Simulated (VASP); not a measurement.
GaAs:

```
As Ga
1.0
     0.00000    2.82685    2.82685
     2.82685    0.00000    2.82685
     2.82685    2.82685    0.00000
As Ga
1 1
Direct
  0.75000 0.75000 0.75000
  0.00000 0.00000 0.00000
```

* Program: VASP 6.6.1
* Task: relaxation of cell and atoms
* Functional: PBE
* Potentials or basis: VASP PAW PBE potentials, release 54 (As, Ga)
* Cutoff: 580 eV
* k mesh: 8 × 8 × 8
* Occupations: fermi-dirac, width 0.05 eV
* Spin: no spin polarisation

At the start: pressure 4.0 GPa; volume 22.59 Å³/atom.

Q: Where does the relaxation end?

A: Over 3 steps the energy falls by 15.7 meV/atom and the volume is 23.91 Å³/atom (+5.9 %); space group F-43m (No. 216, to 0.05 Å).

Step by step:
```
step  energy change (eV)  largest force (eV/Å)  pressure (GPa)  volume (Å³)
   1              0.0000                0.0000            4.03        45.18
   2             -0.0262                0.0000           -1.37        49.00
   3             -0.0314                0.0000            0.01        47.82
```

Final structure:
```cif
data_structure
_symmetry_space_group_name_H-M 'P 1'
_symmetry_Int_Tables_number 1
_cell_length_a 4.0743
_cell_length_b 4.0743
_cell_length_c 4.0743
_cell_angle_alpha 60.000
_cell_angle_beta 60.000
_cell_angle_gamma 60.000
_cell_volume 47.82
loop_
_atom_site_label
_atom_site_type_symbol
_atom_site_fract_x
_atom_site_fract_y
_atom_site_fract_z
_atom_site_occupancy
As1 As 0.75000 0.75000 0.75000 1
Ga1 Ga 0.00000 0.00000 0.00000 1
```
